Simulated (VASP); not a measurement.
## GaAs: relaxation of cell and atoms with PBEsol

The system is GaAs.

```
Ga As
1.0
     0.00000    2.87269    2.87269
     2.87269    0.00000    2.87269
     2.87269    2.87269    0.00000
Ga As
1 1
Cartesian
  0.0000 0.0000 0.0000
  1.4363 1.4363 1.4363
```

```json
{"Program": "VASP 6.6.1", "Task": "relaxation of cell and atoms", "Functional": "PBEsol", "Potentials or basis": "VASP PAW PBE potentials, release 64 (Ga_d, As)", "Cutoff": "600 eV", "k mesh": "12 × 12 × 12", "Occupations": "gaussian, width 0.02 eV", "Spin": "no spin polarisation", "Dipole correction": "no", "Further INCAR settings": "ALGO = Normal; EDIFF = 1e-06; IBRION = 2; EDIFFG = -0.005; NSW = 70; ISIF = 3"}
```

```yaml
Relaxed_volume: 22.70 Å³/atom
Relaxed_cell: a = 4.004 Å, b = 4.004 Å, c = 4.004 Å, α = 60.00°, β = 60.00°, γ = 60.00°
Space_group_after_relaxing_to_0.05_Å: F-43m (No. 216)
Energy_gained_by_relaxing: 8.8 meV/atom
Ionic_steps: 3
Pressure_after_relaxing: 0.0 GPa
Band_gap_on_the_k_mesh: 0.42 eV, direct
```

Step by step:
```tsv
step	energy change (eV)	largest force (eV/Å)	pressure (GPa)	volume (Å³)
1	0.0000	0.0000	-2.72	47.41
2	-0.0153	0.0000	1.09	44.70
3	-0.0177	0.0000	0.03	45.40
```

Final structure:
```
CELL_PARAMETERS angstrom
0.00000 2.83150 2.83150
2.83150 0.00000 2.83150
2.83150 2.83150 0.00000
ATOMIC_POSITIONS crystal
Ga 0.00000 0.00000 0.00000
As 0.25000 0.25000 0.25000
```

Levels at points of the mesh, in eV from the valence-band top:
| k point | band 5 | band 6 | band 7 | band 8 | band 9 | band 10 | band 11 | band 12 | band 13 |
| --- | --- | --- | --- | --- | --- | --- | --- | --- | --- |
| (0.00, 0.00, 0.00) | -14.69 | -12.72 | 0.00 | 0.00 | 0.00 | 0.42 | 3.69 | 3.69 | 3.69 |
| (0.50, 0.00, 0.00) | -14.68 | -10.95 | -6.65 | -1.14 | -1.14 | 0.92 | 4.58 | 4.58 | 7.58 |
| (0.50, 0.50, 0.00) | -14.67 | -10.22 | -6.83 | -2.68 | -2.68 | 1.36 | 1.58 | 10.09 | 10.09 |

Run time: 47 s on 1 thread of Intel(R) Xeon(R) Platinum 8488C (Sapphire Rapids) (shared host), peak memory 0.22 GiB.

Caveat: the PAW data sets were made with another functional, which shifts forces and pressure a little. A k mesh can miss the band edges.
